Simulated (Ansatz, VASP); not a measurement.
One calculation of BaTiO3, two programs

INCAR

```
SYSTEM = BaTiO3
ALGO     = Normal         ! electronic algorithm
EDIFF    = 1E-6           ! SCF threshold, eV
ENCUT    = 520            ! plane-wave cutoff, eV
GGA      = PE             ! functional
ISIF     = 2              ! what is computed and relaxed
ISMEAR   = -1             ! smearing method
LASPH    = .TRUE.         ! aspherical terms in the spheres
LCHARG   = .FALSE.        ! write CHGCAR
LREAL    = .FALSE.        ! projectors in reciprocal space
LWAVE    = .FALSE.        ! write WAVECAR
NBANDS   = 28             ! bands
NELM     = 80             ! most SCF steps
PREC     = Accurate       ! precision mode
SIGMA    = 0.05           ! smearing width, eV
```

File KPOINTS:

```
k-points
0
G
  8 8 8
  0 0 0
```

File POSCAR:

```
BaTiO3
1.0
    3.9841000000      0.0000000000      0.0000000000
    0.0000000000      2.8370500000      2.8458000000
    0.0000000000     -2.8370500000      2.8458000000
Ba Ti O
1 1 3
Direct
    0.0000000000      0.0000000000      0.0000000000
    0.5000000000      0.5079000000      0.5079000000
    0.0000000000      0.4921000000      0.4921000000
    0.5000000000      0.5025100000      0.9937100000
    0.5000000000      0.9937100000      0.5025100000
```

Input for Ansatz:

```yaml
crystal:
  lattice:
    - [3.9841, 0.0, 0.0]
    - [0.0, 2.83705, 2.8458]
    - [0.0, -2.83705, 2.8458]
  atoms:
    - { symbol: Ba, position: [0.0, 0.0, 0.0] }
    - { symbol: Ti, position: [0.5, 0.5079, 0.5079] }
    - { symbol: O, position: [0.0, 0.4921, 0.4921] }
    - { symbol: O, position: [0.5, 0.50251, 0.99371] }
    - { symbol: O, position: [0.5, 0.99371, 0.50251] }
kpoints:
  mp_grid: { grid: [8, 8, 8] }
  band_path:
    path:
      - [0.0, 0.0, 0.0]
      - [0.0, 0.5, 0.5]
      - [0.0, 0.5015349898, 0.4984650102]
      - [0.0, 0.4984650102, -0.4984650102]
      - [0.0, 0.0, 0.0]
      - [0.5, 0.0, 0.0]
      - [0.5, 0.4984650102, -0.4984650102]
      - [0.5, 0.5015349898, 0.4984650102]
      - [0.5, 0.5, 0.5]
    npoints: 14
scf:
  occupations: { method: fermi_dirac, width: 0.05 }
hamiltonian:
  xc: pbe
  pseudopotentials: { kind: all_electron, lapw: { basis_error: 0.001 } }
output:
  forces: true
  stress: true
  eigenvalues: true
  populations: true
  dos: { projected: true, de: 0.2, e_range: [-14, 8] }
```

Alike in both runs: task single point; functional PBE; k mesh 8 × 8 × 8; occupations fermi-dirac, width 0.05 eV; no spin polarisation.

```csv
,VASP,Ansatz
version,VASP 6.6.1,Ansatz 0.2.0
potentials or method,"VASP PAW PBE potentials, release 64 (Ba_sv, Ti_sv, O)","all-electron LAPW, scalar-relativistic"
plane-wave cutoff (eV),520,see its input
```

Ansatz gave:

```
gap on the k mesh at the Fermi level (eV)       : 1.85
pressure (GPa)                                  : 1.9
largest component of the traceless stress (GPa) : 0.69
rms of the force components (eV/Å)              : 0.093
```

Question: Which values does VASP return?

Answer: gap on the k mesh at the Fermi level (eV): 1.79; pressure (GPa): 3.7; largest component of the traceless stress (GPa): 0.71; rms of the force components (eV/Å): 0.087.

Atom by atom the forces differ by 0.009 eV/Å (rms over components). Ansatz ran all-electron here, so the differences hold the error of VASP's frozen core and of both bases.

Caveats: spin-orbit coupling is left out, which moves the levels of the heavy elements. As with any semilocal functional, this PBE gap is likely too small. A k mesh can miss the band edges.
